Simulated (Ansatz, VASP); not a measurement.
WC (Qusongite): VASP beside Ansatz

```xyz
2
Lattice="2.9065 0.0000 0.0000 -1.4532 2.5171 0.0000 0.0000 0.0000 2.8366" Properties=species:S:1:pos:R:3 pbc="T T T"
W     0.0000    0.0000    0.0000
C     1.4533    0.8390    1.4183
```

Alike in both runs: task relaxation of cell and atoms; functional PBE; k mesh 10 × 10 × 9; occupations fermi-dirac, width 0.05 eV; no spin polarisation.

|  | VASP | Ansatz |
| --- | --- | --- |
| version | VASP 6.6.1 | Ansatz 0.2.0 |
| potentials or method | VASP PAW PBE potentials, release 54 (W_sv, C) | Ansatz PAW |
| plane-wave cutoff (eV) | 600 | 420 |
| valence electrons in the cell | 18 | 18 |

Ansatz gave:

```
relaxed volume (Å³/atom)                                     : 10.52
relaxed cell length with the largest relative difference (Å) : 2.846
energy change over the relaxation (meV/atom)                 : -3
```

Problem. Estimate VASP's values.

Solution. Relaxed volume (Å³/atom): 10.55; relaxed cell length with the largest relative difference (Å): 2.848; energy change over the relaxation (meV/atom): -4.

Caveats: the plane-wave basis is chosen anew once the cell has moved, so the energies of steps on either side of that aren't comparable (Ansatz); the pressure holds a Pulay correction of +0.3 GPa for the finite cutoff (Ansatz). The runs have no spin-orbit coupling, so splittings on W are missing. PBE usually gives volumes a little too large and moduli too small. Zero-point motion and thermal expansion aren't in these numbers.
